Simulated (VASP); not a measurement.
Here is a VASP 6.6.1 calculation.

The input INCAR:

```
PREC = Accurate
ENCUT = 600
EDIFF = 1E-6
ISMEAR = 1
SIGMA = 0.1
LREAL = False
LASPH = True
NELM = 80
ALGO = Normal
ISIF = 3
LWAVE = False
LCHARG = False
GGA = PE
IVDW = 12
IBRION = 2
NSW = 90
EDIFFG = -0.01
KPAR = 2
```

The input KPOINTS:

```
Automatic mesh
0
Gamma
  10 10 10
```

File POSCAR:

```
Sb
1.0
    2.1542000000      1.2437279499      3.7580000000
   -2.1542000000      1.2437279499      3.7580000000
    0.0000000000     -2.4874558998      3.7580000000
Sb
2
Direct
    0.2334900000      0.2334900000      0.2334900000
    0.7665100000      0.7665100000      0.7665100000
```

Potentials or basis: VASP PAW PBE potentials, release 64 (Sb).

The run is started by

```bash
$ cat potpaw_PBE.64/Sb/POTCAR > POTCAR
$ mpirun -np 2 vasp_std > vasp.out
```

**Question.** Estimate the relaxed cell.

**Answer.** a = 4.445 Å, b = 4.445 Å, c = 4.445 Å, α = 58.22°, β = 58.22°, γ = 58.22°.

**Question.** Predict the relaxed volume.

**Answer.** 29.79 Å³/atom.

**Question.** Estimate the dispersion energy per atom.

**Answer.** -0.479 eV.

**Question.** Estimate the space group after relaxing (to 0.05 Å).

**Answer.** R-3m (No. 166).

Forces on the atoms (eV/Å):
```
Sb   0.000  0.000 -0.006
Sb   0.000  0.000  0.006
```

Caveat: pairwise dispersion overbinds metals, which lowers pressure and volume. Spin-orbit coupling is left out, which matters for the levels of Sb.
